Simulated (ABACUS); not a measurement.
ZrB2:

```
Zr B
1.0
     3.17000    0.00000    0.00000
    -1.58500    2.74530    0.00000
     0.00000    0.00000    3.53300
Zr B
1 2
Direct
  0.00000 0.00000 0.00000
  0.66667 0.33333 0.50000
  0.33333 0.66667 0.50000
```

| Quantity | Value |
| --- | --- |
| Program | ABACUS 3.10.1 |
| Task | single point |
| Functional | PBE |
| Potentials or basis | PseudoDojo NC SR 0.4.1 PBE standard |
| Cutoff | 1361 eV |
| Density cutoff | 5442 eV |
| Basis | DZP LCAO (the cutoffs set its grid) |
| k mesh | 10 × 10 × 8 |
| Occupations | fermi-dirac, width 0.05 eV |
| Spin | no spin polarisation |

On this cell: pressure 1.4 GPa; largest force under 0.003 eV/Å; band gap on the k mesh none (metal or under the smearing width).

The same run follows on a disturbed copy (atoms moved at random, drawn with an rms of 0.05 Å):

```
CELL_PARAMETERS angstrom
3.17000 0.00000 0.00000
-1.58500 2.74530 0.00000
0.00000 0.00000 3.53300
ATOMIC_POSITIONS crystal
Zr 0.00055 0.02110 0.99126
B 0.65467 0.33004 0.49578
B 0.34214 0.66506 0.51411
```

**Question.** What does the disturbed cell give?

**Answer.** The energy (extrapolated to zero smearing) moves by +28.9 meV/atom; pressure 2.4 GPa; largest force 1.274 eV/Å; band gap on the k mesh none (metal or under the smearing width).

Forces in eV/Å, atoms in the order of the input:
```
Zr   0.381 -0.848  0.706
B    0.553  0.402  0.037
B   -0.934  0.446 -0.743
```

Stress tensor (GPa, compression positive):
```
 2.43  0.48  0.44
 0.48  2.18 -0.73
 0.44 -0.73  2.53
```

Caveats: the atomic orbitals were generated for these runs and aren't a published set; the basis of atomic orbitals isn't converged, which shifts pressures, moduli and gaps.
